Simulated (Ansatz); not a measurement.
A run of Ansatz 0.2.0 is set up as follows.

Contents of input.yaml:

```yaml
crystal:
  lattice:
    - [-1.508, 1.508, 2.1072475377]
    - [1.508, -1.508, 2.1072475377]
    - [1.508, 1.508, -2.1072475377]
  atoms:
    - { symbol: Co, position: [0.0, 0.0, 0.0], spin: 0.5 }
    - { symbol: O, position: [0.5, 0.5, 0.0] }
kpoints:
  mp_grid: { grid: [12, 12, 12] }
scf:
  occupations: { method: fermi_dirac, width: 0.05 }
hamiltonian:
  xc: pbe
  pseudopotentials: { kind: all_electron, lapw: { basis_error: 0.001 } }
magnetization:
  spin_polarized: true
  initial_magnetization: 0.5
  spin_locking: { lock_magnetization: hard }
output:
  forces: true
  stress: true
  eigenvalues: true
```

Potentials or basis: all-electron LAPW, scalar-relativistic.

Run with:

```bash
$ ansatz run input.yaml --threads 2 --pin off --max-ram 6144MiB --backend cpu --events-out ev --progress --plain --runs-dir out
```

Problem. Predict the pressure.

Solution. -14.3 GPa.

Stress tensor (GPa, compression positive):
```
-14.17   0.00   0.00
  0.00 -14.32   0.31
  0.00   0.31 -14.48
```

Caveat: the total moment is fixed, so each spin has its own Fermi level.
